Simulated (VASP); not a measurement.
# SiC (Fm-3m) in VASP: settings compared

Aim: see how the results for SiC move with the level of theory and the settings. Levels: PBEsol, PBE. Tasks: phonons.

Everything below comes from runs of VASP 6.6.1. Logs are shortened: lines on timing, memory, paths and dates and some standing lists are left out, and cuts for length are marked.

**1. Starting point**

The structure is cubic, space group Fm-3m (No. 225). Conventional cell: a = 4.038 Å, b = 4.038 Å, c = 4.038 Å, α = 90.00°, β = 90.00°, γ = 90.00°. Around Si (site symmetry m-3m) lie 6 C at 2.02 Å. C (site symmetry m-3m) is surrounded by 6 Si at 2.02 Å.

The cell was built by a generator and needn't be a form met in nature.

**2. Phonons, PBEsol, target pressure -1.5 GPa, at which the enthalpy is minimised**

POSCAR reads:

```
SiC
1.0
   -0.0000000000      2.0192163132      2.0192163132
    2.0192163132     -0.0000000000      2.0192163132
    2.0192163132      2.0192163132     -0.0000000000
  Si              C
     1     1
Direct
     0.0000000000000000    0.0000000000000000    0.0000000000000000
     0.5000000000000000    0.5000000000000000    0.5000000000000000
```

INCAR.step1 reads:

```
ALGO = Normal
EDIFF = 1E-8
EDIFFG = -0.002
ENCUT = 600
GGA = PS
IBRION = 2
ISIF = 3
ISMEAR = 0
LASPH = T
LCHARG = F
LREAL = F
LWAVE = F
NELM = 80
NSW = 40
PREC = Accurate
PSTRESS = -15.0
SIGMA = 0.03
```

INCAR.step2 reads:

```
ALGO = Normal
EDIFF = 1E-8
ENCUT = 600
GGA = PS
IBRION = 6
ISIF = 2
ISMEAR = 0
LASPH = T
LCHARG = F
LREAL = F
LWAVE = F
NELM = 80
NFREE = 2
NSW = 1
POTIM = 0.015
PREC = Accurate
PSTRESS = -15.0
SIGMA = 0.03
```

KPOINTS reads:

```
k-points
0
Gamma
  12 12 12
```

Potentials or basis: VASP PAW PBE potentials, release 64 (Si, C).

Launch:

```
cat potpaw_PBE.64/Si/POTCAR potpaw_PBE.64/C/POTCAR > POTCAR
cp INCAR.step1 INCAR
mpirun -np 1 vasp_std > vasp.out
cp CONTCAR POSCAR
cp INCAR.step2 INCAR
mpirun -np 1 vasp_std > vasp.out
```

OUTCAR:

```text
EDIFF = 1E-8
   ENCUT = 600
   GGA = PS
   IBRION = 6
   ISIF = 2
   ISMEAR = 0
   LASPH = T
   LREAL = F
   NELM = 80
   NFREE = 2
   NSW = 1
   POTIM = 0.015
   PREC = Accurate
   PSTRESS = -15.0

 ion  position               nearest neighbor table
   1  0.000  0.000  0.000-   2 2.02   2 2.02   2 2.02   2 2.02   2 2.02   2 2.02
   2  0.500  0.500  0.500-   1 2.02   1 2.02   1 2.02   1 2.02   1 2.02   1 2.02

  LATTYP: Found a face centered cubic cell.
 ALAT       =     4.0458244878

  Lattice vectors:

 A1 = (   0.0000000000,   2.0229122439,   2.0229122439)
 A2 = (   2.0229122439,   0.0000000000,   2.0229122439)
 A3 = (   2.0229122439,   2.0229122439,   0.0000000000)

Analysis of symmetry for initial positions (statically):
=====================================================================
 Subroutine PRICEL returns:
 Original cell was already a primitive cell.

 Routine SETGRP: Setting up the symmetry group for a
 face centered cubic supercell.

 Subroutine GETGRP returns: Found 48 space group operations
 (whereof 48 operations were pure point group operations)
 out of a pool of 48 trial point group operations.

The static configuration has the point symmetry O_h .

Analysis of symmetry for dynamics (positions and initial velocities):
=====================================================================
 Subroutine PRICEL returns:
 Original cell was already a primitive cell.

 Routine SETGRP: Setting up the symmetry group for a
 face centered cubic supercell.

 Subroutine GETGRP returns: Found 48 space group operations
 (whereof 48 operations were pure point group operations)
 out of a pool of 48 trial point group operations.

The dynamic configuration has the point symmetry O_h .

 Subroutine INISYM returns: Found 48 space group operations
 (whereof 48 operations are pure point group operations),
 and found     1 'primitive' translations

----------------------------------------------------------------------------------------

[... 147 lines left out ...]
  Direction    XX          YY          ZZ          XY          YZ          ZX
  --------------------------------------------------------------------------------------
  -------------------------------------------------------------------------------------
  Total       -0.1548120     -0.1548120     -0.1548120      0.0000000      0.0000000     -0.0000000
  in kB      -14.9814566    -14.9814566    -14.9814566      0.0000000      0.0000000     -0.0000000
  external PRESSURE =       0.0185434 kB  Pullay stress =     -15.0000000 kB
[... 139 lines left out ...]
--------------------------------------- Ionic step        5  -------------------------------------------

 number of electron       8.0000000 magnetization

 Free energy of the ion-electron system (eV)
  ---------------------------------------------------
  ext. energy  EPLUGINS =         0.00000000
  ---------------------------------------------------
  free energy    TOTEN  =       -14.60464544 eV

  energy without entropy =      -14.60445317  energy(sigma->0) =      -14.60454931

 E-fermi :  12.3536     XC(G=0): -12.7984

 val. band max:       12.2868835044   @ k =   0.0833   0.0000   0.0000
 cond. band min:      12.3678165186   @ k =  -0.1667   0.0833   0.0000
 fundamental gap:      0.0809330142
 Fermi energy:        12.3535610940

 k-point     1 :       0.0000    0.0000    0.0000
  band No.  band energies     occupation
      1      -6.1190      2.00000
      2      12.3911      0.07678
      3      12.3931      0.06209
      4      12.3931      0.06209
      5      19.9360      0.00000
      6      21.2539      0.00000
      7      21.2539      0.00000
      8      21.2558      0.00000
[... 243 lines left out ...]
 k-point    24 :      -0.4167    0.1667    0.0000
  band No.  band energies     occupation
      1      -0.5943      2.00000
      2       1.6233      2.00000
      3       8.3718      2.00000
      4      10.5193      2.00000
      5      15.8620      0.00000
      6      19.1961      0.00000
      7      20.5334      0.00000
      8      25.0648      0.00000

 [... further k-points ...]
[... 5 lines left out ...]
  --------------------------------------------------------------------------------------
  -------------------------------------------------------------------------------------
  Total       -0.1394967     -0.1561289     -0.1561289      0.0000000     -0.0000000      0.0000000
  in kB      -13.4993621    -15.1088958    -15.1088958      0.0000000     -0.0000000      0.0000000
  external PRESSURE =       0.4276154 kB  Pullay stress =     -15.0000000 kB
[... 21 lines left out ...]
  energy  without entropy=      -14.6044531714  energy(sigma->0) =      -14.60454931

  enthalpy is  TOTEN    =       -14.7596490460 eV   P V=       -0.1550036059

 INTERNAL STRAIN TENSORS FROM DISPLACED ATOMS
 ============================================

 INTERNAL STRAIN TENSOR FOR ION    1 for displacements in x,y,z  (eV/Angst):
          X           Y           Z          XY          YZ          ZX
  --------------------------------------------------------------------------------
  x     0.00000     0.00000     0.00000     0.00000     0.00000     0.00000
  y     0.00000     0.00000     0.00000     0.00000     0.00000     0.00000
  z     0.00000     0.00000     0.00000     0.00000     0.00000     0.00000

 INTERNAL STRAIN TENSOR FOR ION    2 for displacements in x,y,z  (eV/Angst):
          X           Y           Z          XY          YZ          ZX
  --------------------------------------------------------------------------------
  x     0.00000     0.00000     0.00000     0.00000     0.00000     0.00000
  y     0.00000     0.00000     0.00000     0.00000     0.00000     0.00000
  z     0.00000     0.00000     0.00000     0.00000     0.00000     0.00000

 Eigenvectors and eigenvalues of the dynamical matrix
 ----------------------------------------------------

   1 f  =   12.378273 THz    77.774984 2PiTHz  412.894748 cm-1    51.192401 meV
             X         Y         Z           dx          dy          dz
      0.000000  0.000000  0.000000     0.005671   -0.157184   -0.524244
      2.022912  2.022912  2.022912    -0.008671    0.240349    0.801615
[... 21 lines left out ...]
   6 f/i=    0.000198 THz     0.001242 2PiTHz    0.006596 cm-1     0.000818 meV
             X         Y         Z           dx          dy          dz
      0.000000  0.000000  0.000000     0.336370   -0.743579   -0.185405
      2.022912  2.022912  2.022912     0.219981   -0.486289   -0.121252

 ELASTIC MODULI CONTR FROM IONIC RELAXATION (kBar)
 Direction    XX          YY          ZZ          XY          YZ          ZX
 --------------------------------------------------------------------------------
 XX           0.0000      0.0000      0.0000      0.0000      0.0000      0.0000
 YY           0.0000      0.0000      0.0000      0.0000      0.0000      0.0000
 ZZ           0.0000      0.0000      0.0000      0.0000      0.0000      0.0000
 XY           0.0000      0.0000      0.0000      0.0000      0.0000      0.0000
 YZ           0.0000      0.0000      0.0000      0.0000      0.0000      0.0000
 ZX           0.0000      0.0000      0.0000      0.0000      0.0000      0.0000
 --------------------------------------------------------------------------------
```

OUTCAR.step1:

```text
EDIFF = 1E-8
   EDIFFG = -0.002
   ENCUT = 600
   GGA = PS
   IBRION = 2
   ISIF = 3
[... 561 lines left out ...]
  --------------------------------------------------------------------------------------
  -------------------------------------------------------------------------------------
  Total       -0.1543950     -0.1543950     -0.1543950     -0.0000000      0.0000000     -0.0000000
  in kB      -14.9411070    -14.9411070    -14.9411070     -0.0000000      0.0000000     -0.0000000
  external PRESSURE =       0.0588930 kB  Pullay stress =     -15.0000000 kB
[... 21 lines left out ...]
  energy  without entropy=      -14.6049253324  energy(sigma->0) =      -14.60502147

  enthalpy is  TOTEN    =       -14.7601212050 eV   P V=       -0.1550036059

 reached required accuracy - stopping structural energy minimisation
```

Run time: 29 s. Hardware: 1 thread of Intel Xeon 6975P-C (Granite Rapids), shared host; peak memory 0.17 GiB.

Results:

* Relaxed volume: 8.28 Å³/atom
* Relaxed cell: a = 2.861 Å, b = 2.861 Å, c = 2.861 Å, α = 60.00°, β = 60.00°, γ = 60.00°
* Space group after relaxing (to 0.05 Å): Fm-3m (No. 225)
* Highest phonon frequency at Γ, LO-TO splitting left out: 413 cm⁻¹

The path:
| step | energy change (eV) | largest force (eV/Å) | pressure (GPa) | volume (Å³) |
| --- | --- | --- | --- | --- |
| 1 | 0.0000 | 0.0000 | 0.01 | 16.47 |
| 2 | 0.0018 | 0.0000 | -3.02 | 16.65 |
| 3 | 0.0004 | 0.0000 | -1.49 | 16.56 |

Final structure:
```xyz
2
Lattice="0.0000 2.0229 2.0229 2.0229 0.0000 2.0229 2.0229 2.0229 0.0000" Properties=species:S:1:pos:R:3 pbc="T T T"
Si    0.0000    0.0000    0.0000
C     2.0229    2.0229    2.0229
```

Phonon frequencies in cm⁻¹ (negative: imaginary):
```
              q point        frequencies
(0.000, 0.000, 0.000)  0 0 0 413 413 413
```

Caveat: the PAW data sets were made with another functional, which shifts forces and pressure a little.

**3. Phonons, PBEsol, target pressure 1.5 GPa, at which the enthalpy is minimised**

POSCAR is that of step 2.

Changes to INCAR.step1 since step 2:

```diff
@@ -15,3 +15,3 @@
 PREC = Accurate
-PSTRESS = -15.0
+PSTRESS = 15.0
 SIGMA = 0.03
```

Changes to INCAR.step2 since step 2:

```diff
@@ -16,3 +16,3 @@
 PREC = Accurate
-PSTRESS = -15.0
+PSTRESS = 15.0
 SIGMA = 0.03
```

KPOINTS is that of step 2.

Potentials or basis: VASP PAW PBE potentials, release 64 (Si, C).

Launch:

```
cat potpaw_PBE.64/Si/POTCAR potpaw_PBE.64/C/POTCAR > POTCAR
cp INCAR.step1 INCAR
mpirun -np 1 vasp_std > vasp.out
cp CONTCAR POSCAR
cp INCAR.step2 INCAR
mpirun -np 1 vasp_std > vasp.out
```

OUTCAR:

```text
EDIFF = 1E-8
   ENCUT = 600
   GGA = PS
   IBRION = 6
   ISIF = 2
   ISMEAR = 0
   LASPH = T
   LREAL = F
   NELM = 80
   NFREE = 2
   NSW = 1
   POTIM = 0.015
   PREC = Accurate
   PSTRESS = 15.0

 ion  position               nearest neighbor table
   1  0.000  0.000  0.000-   2 2.02   2 2.02   2 2.02   2 2.02   2 2.02   2 2.02
   2  0.500  0.500  0.500-   1 2.02   1 2.02   1 2.02   1 2.02   1 2.02   1 2.02

  LATTYP: Found a face centered cubic cell.
 ALAT       =     4.0312257584

  Lattice vectors:

 A1 = (   0.0000000000,   2.0156128792,   2.0156128792)
 A2 = (   2.0156128792,   0.0000000000,   2.0156128792)
 A3 = (   2.0156128792,   2.0156128792,   0.0000000000)

Analysis of symmetry for initial positions (statically):
=====================================================================
 Subroutine PRICEL returns:
 Original cell was already a primitive cell.

 Routine SETGRP: Setting up the symmetry group for a
 face centered cubic supercell.

 Subroutine GETGRP returns: Found 48 space group operations
 (whereof 48 operations were pure point group operations)
 out of a pool of 48 trial point group operations.

The static configuration has the point symmetry O_h .

Analysis of symmetry for dynamics (positions and initial velocities):
=====================================================================
 Subroutine PRICEL returns:
 Original cell was already a primitive cell.

 Routine SETGRP: Setting up the symmetry group for a
 face centered cubic supercell.

 Subroutine GETGRP returns: Found 48 space group operations
 (whereof 48 operations were pure point group operations)
 out of a pool of 48 trial point group operations.

The dynamic configuration has the point symmetry O_h .

 Subroutine INISYM returns: Found 48 space group operations
 (whereof 48 operations are pure point group operations),
 and found     1 'primitive' translations

----------------------------------------------------------------------------------------

                                     Primitive cell

  volume of cell :      16.3776

  direct lattice vectors                    reciprocal lattice vectors
     0.000000000  2.015612879  2.015612879    -0.248063507  0.248063507  0.248063507
     2.015612879  0.000000000  2.015612879     0.248063507 -0.248063507  0.248063507
     2.015612879  2.015612879  0.000000000     0.248063507  0.248063507 -0.248063507

  length of vectors
     2.850507070  2.850507070  2.850507070     0.429658598  0.429658598  0.429658598

  position of ions in fractional coordinates (direct lattice)
     0.000000000  0.000000000  0.000000000
     0.500000000  0.500000000  0.500000000

  ion indices of the primitive-cell ions
   primitive index   ion index
                 1           1
[... 98 lines left out ...]
   GGA     = PS    functional components
   LHFCALC =     F    Hartree Fock is set to
   AEXX    =    0.0000 exact exchange contribution
   IVDW    =     0    specifies the selected vdW correction
   LEPSILON=     F    determine dielectric tensor
   LRPA    =     F    only Hartree local field effects (RPA)
 finite differences with symmetry
 non-spin polarized calculation
 Gauss-broadening in eV      SIGMA  =   0.03
  energy-cutoff  :      600.00
  volume of cell :       16.38
 maximum number of plane-waves:       568
   NGX = 11   NGY = 11   NGZ = 11

--------------------------------------- Ionic step        1  -------------------------------------------

 number of electron       8.0000000 magnetization

 Free energy of the ion-electron system (eV)
  ---------------------------------------------------
  ext. energy  EPLUGINS =         0.00000000
  ---------------------------------------------------
  free energy    TOTEN  =       -14.60502528 eV

  energy without entropy =      -14.60483307  energy(sigma->0) =      -14.60492917

------------------------ aborting loop because EDIFF is reached ----------------------------------------

  FORCE on cell =-STRESS in cart. coord.  units (eV):
  Direction    XX          YY          ZZ          XY          YZ          ZX
  --------------------------------------------------------------------------------------
  -------------------------------------------------------------------------------------
  Total        0.1543839      0.1543839      0.1543839      0.0000000      0.0000000     -0.0000000
  in kB       15.1029327     15.1029327     15.1029327      0.0000000      0.0000000     -0.0000000
  external PRESSURE =       0.1029327 kB  Pullay stress =      15.0000000 kB
[... 139 lines left out ...]
--------------------------------------- Ionic step        5  -------------------------------------------

 number of electron       8.0000000 magnetization

 Free energy of the ion-electron system (eV)
  ---------------------------------------------------
  ext. energy  EPLUGINS =         0.00000000
  ---------------------------------------------------
  free energy    TOTEN  =       -14.60438150 eV

  energy without entropy =      -14.60418925  energy(sigma->0) =      -14.60428537

 E-fermi :  12.5111     XC(G=0): -12.8471

 val. band max:       12.4515176245   @ k =   0.0833   0.0000   0.0000
 cond. band min:      12.5250826095   @ k =  -0.1667   0.0833   0.0000
 fundamental gap:      0.0735649850
 Fermi energy:        12.5110842144

 k-point     1 :       0.0000    0.0000    0.0000
  band No.  band energies     occupation
      1      -6.0781      2.00000
      2      12.5584      0.02566
      3      12.5605      0.01992
      4      12.5605      0.01992
      5      20.2982      0.00000
      6      21.4265      0.00000
      7      21.4265      0.00000
      8      21.4284      0.00000
[... 243 lines left out ...]
 k-point    24 :      -0.4167    0.1667    0.0000
  band No.  band energies     occupation
      1      -0.5085      2.00000
      2       1.7127      2.00000
      3       8.4979      2.00000
      4      10.6553      2.00000
      5      16.0797      0.00000
      6      19.4286      0.00000
      7      20.7796      0.00000
      8      25.3854      0.00000

 [... further k-points ...]
[... 5 lines left out ...]
  --------------------------------------------------------------------------------------
  -------------------------------------------------------------------------------------
  Total        0.1701184      0.1529842      0.1529842      0.0000000      0.0000000      0.0000000
  in kB       16.6421947     14.9660050     14.9660050      0.0000000      0.0000000      0.0000000
  external PRESSURE =       0.5247349 kB  Pullay stress =      15.0000000 kB
[... 21 lines left out ...]
  energy  without entropy=      -14.6041892490  energy(sigma->0) =      -14.60428537

  enthalpy is  TOTEN    =       -14.4510497654 eV   P V=        0.1533317338

 INTERNAL STRAIN TENSORS FROM DISPLACED ATOMS
 ============================================

 INTERNAL STRAIN TENSOR FOR ION    1 for displacements in x,y,z  (eV/Angst):
          X           Y           Z          XY          YZ          ZX
  --------------------------------------------------------------------------------
  x     0.00000     0.00000     0.00000     0.00000     0.00000     0.00000
  y     0.00000     0.00000     0.00000     0.00000     0.00000     0.00000
  z     0.00000     0.00000     0.00000     0.00000     0.00000     0.00000

 INTERNAL STRAIN TENSOR FOR ION    2 for displacements in x,y,z  (eV/Angst):
          X           Y           Z          XY          YZ          ZX
  --------------------------------------------------------------------------------
  x     0.00000     0.00000     0.00000     0.00000     0.00000     0.00000
  y     0.00000     0.00000     0.00000     0.00000     0.00000     0.00000
  z     0.00000     0.00000     0.00000     0.00000     0.00000     0.00000

 Eigenvectors and eigenvalues of the dynamical matrix
 ----------------------------------------------------

   1 f  =   12.903013 THz    81.072020 2PiTHz  430.398179 cm-1    53.362549 meV
             X         Y         Z           dx          dy          dz
      0.000000  0.000000  0.000000     0.000000    0.547350    0.000000
      2.015613  2.015613  2.015613    -0.000000   -0.836904    0.000000
[... 21 lines left out ...]
   6 f/i=    0.000501 THz     0.003146 2PiTHz    0.016701 cm-1     0.002071 meV
             X         Y         Z           dx          dy          dz
      0.000000  0.000000  0.000000     0.804183   -0.231728    0.000000
      2.015613  2.015613  2.015613     0.525950   -0.151554    0.000000

 ELASTIC MODULI CONTR FROM IONIC RELAXATION (kBar)
 Direction    XX          YY          ZZ          XY          YZ          ZX
 --------------------------------------------------------------------------------
 XX           0.0000      0.0000      0.0000      0.0000      0.0000      0.0000
 YY           0.0000      0.0000      0.0000      0.0000      0.0000      0.0000
 ZZ           0.0000      0.0000      0.0000      0.0000      0.0000      0.0000
 XY           0.0000      0.0000      0.0000      0.0000      0.0000      0.0000
 YZ           0.0000      0.0000      0.0000      0.0000      0.0000      0.0000
 ZX           0.0000      0.0000      0.0000      0.0000      0.0000      0.0000
 --------------------------------------------------------------------------------
```

Wall time 29 s (1 thread of Intel Xeon 6975P-C (Granite Rapids), shared host); peak memory 0.17 GiB.

Results:

```yaml
Relaxed_volume: 8.19 Å³/atom
Relaxed_cell: a = 2.851 Å, b = 2.851 Å, c = 2.851 Å, α = 60.00°, β = 60.00°, γ = 60.00°
Space_group_after_relaxing_to_0.05_Å: Fm-3m (No. 225)
Highest_phonon_frequency_at_Γ_LO-TO_splitting_left_out: 430 cm⁻¹
```

Step by step:
```csv
step,energy change (eV),largest force (eV/Å),pressure (GPa),volume (Å³)
1,0.0000,0.0000,0.01,16.47
2,0.0018,0.0000,3.16,16.28
3,0.0004,0.0000,1.51,16.38
```

Final structure:
```
Si C
1.0
     0.00000    2.01561    2.01561
     2.01561    0.00000    2.01561
     2.01561    2.01561    0.00000
Si C
1 1
Direct
  0.00000 0.00000 0.00000
  0.50000 0.50000 0.50000
```

Phonon frequencies in cm⁻¹ (negative: imaginary):
```tsv
q point	frequencies
(0.000, 0.000, 0.000)	0 0 0 430 430 430
```

Caveat: the PAW data sets were made with another functional, which shifts forces and pressure a little.

[end of part 1 of 2]
